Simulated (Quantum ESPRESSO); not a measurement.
Crystal: Cu.

```
Cu
1.0
     0.00000    1.80750    1.80750
     1.80750    0.00000    1.80750
     1.80750    1.80750    0.00000
Cu
1
Direct
  0.00000 0.00000 0.00000
```

- Program: Quantum ESPRESSO 7.5
- Task: single point
- Functional: PBE
- Potentials or basis: SSSP 1.3 efficiency PBE
- Cutoff: 748 eV
- Density cutoff: 5987 eV
- k mesh: 13 × 13 × 13
- Occupations: fermi-dirac, width 0.05 eV
- Spin: no spin polarisation

On this cell: pressure 1.2 GPa; band gap on the k mesh none (metal or under the smearing width).

The same run follows on a disturbed copy (cell strained at random at fixed volume):

```xyz
1
Lattice="-0.0086 1.7958 1.8017 1.8230 -0.0241 1.8172 1.7953 1.7836 0.0036" Properties=species:S:1:pos:R:3 pbc="T T T"
Cu    0.0083    0.0555   -0.0414
```

Q: What does the disturbed cell give?

A: The energy (extrapolated to zero smearing) moves by +1.6 meV/atom; pressure 1.3 GPa; band gap on the k mesh none (metal or under the smearing width).

Stress tensor (GPa, compression positive):
```
 1.25  1.62 -0.80
 1.62  1.58  0.56
-0.80  0.56  1.15
```
